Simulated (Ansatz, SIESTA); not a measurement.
**Al: 3 runs at one level of theory**

```
Al
1.0
    -1.59122    1.59122    1.59122
     1.59122   -1.59122    1.59122
     1.59122    1.59122   -1.59122
Al
1
Direct
  0.00000 0.00000 0.00000
```

This isn't the form of Al at room conditions, which is fcc.

Alike in all runs: task band structure; functional LDA; k mesh 12 × 12 × 12; occupations fermi-dirac, width 0.05 eV; no spin polarisation; no spin-orbit coupling. LDA stands for any of its common fits. Pressure is positive in compression and, in plane waves, holds the error of the finite cutoff.

```tsv
program and potentials	plane-wave cutoff (eV)	notes	pressure (GPa)
SIESTA, files PseudoDojo sr-pbe-0.5-standard, DZP (energy shift 0.01 Ry)	-	atomic basis; potentials made for PBE	3.27
Ansatz, all-electron LAPW, scalar-relativistic	-	-	0.51
SIESTA, files PseudoDojo sr-lda-0.4.1-standard, DZP (energy shift 0.003 Ry)	-	atomic basis	0.75
```

The pressure spans 0.51 (Ansatz, all-electron LAPW, scalar-relativistic) to 3.27 GPa (SIESTA, files PseudoDojo sr-pbe-0.5-standard, DZP (energy shift 0.01 Ry)), with all-electron results at 0.51. Rows in atomic bases carry the error of their basis and grid, which can be large.

The functional is the same throughout but for its coding, so the spread measures potentials, basis and numerics; runs on potential files found faulty are left out.
